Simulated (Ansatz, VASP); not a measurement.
Two plane-wave programs on C

Contents of INCAR:

```
SYSTEM = C
PREC     = Accurate       ! precision mode
ENCUT    = 520            ! plane-wave cutoff, eV
EDIFF    = 1E-7           ! SCF threshold, eV
ISMEAR   = 0              ! smearing method
SIGMA    = 0.01           ! smearing width, eV
LREAL    = .False.        ! projectors in reciprocal space
LASPH    = .True.         ! aspherical terms in the spheres
NELM     = 100            ! most SCF steps
ALGO     = Normal         ! electronic algorithm
ISIF     = 2              ! what is computed and relaxed
LWAVE    = .False.        ! write WAVECAR
LCHARG   = .False.        ! write CHGCAR
GGA      = PE             ! functional
NBANDS   = 11             ! bands
```

KPOINTS

```
Automatic mesh
0
Gamma
  14 14 14
  0 0 0
```

File POSCAR:

```
C
1.0
    0.0000000000      1.7833700000      1.7833700000
    1.7833700000      0.0000000000      1.7833700000
    1.7833700000      1.7833700000      0.0000000000
C
2
Direct
    0.0000000000      0.0000000000      0.0000000000
    0.2500000000      0.2500000000      0.2500000000
```

Input for Ansatz:

```yaml
crystal:
  lattice:
    - [0.0, 1.78337, 1.78337]
    - [1.78337, 0.0, 1.78337]
    - [1.78337, 1.78337, 0.0]
  atoms:
    - { symbol: C, position: [0.0, 0.0, 0.0] }
    - { symbol: C, position: [0.25, 0.25, 0.25] }
basis:
  ecutwfc: 489.804952427784
kpoints:
  mp_grid:
    grid: [14, 14, 14]
hamiltonian:
  xc: pbe
scf:
  occupations:
    method: fixed
output:
  forces: true
  stress: true
```

This isn't the form of C at room conditions, which is graphite.

Alike in both runs: task single point; functional PBE; k mesh 14 × 14 × 14; no spin polarisation.

|  | VASP | Ansatz |
| --- | --- | --- |
| version | VASP 6.6.1 | Ansatz 0.2.0 |
| potentials or method | VASP PAW PBE potentials, release 64 (C) | plane waves, PAW |
| plane-wave cutoff (eV) | 520 | 490 |
| occupations | gaussian, width 0.01 eV | fixed |
| valence electrons in the cell | 8 | 8 |

|  | VASP | Ansatz | Ansatz less VASP |
| --- | --- | --- | --- |
| pressure (GPa) | 2.5 | 1.8 | -0.63 |
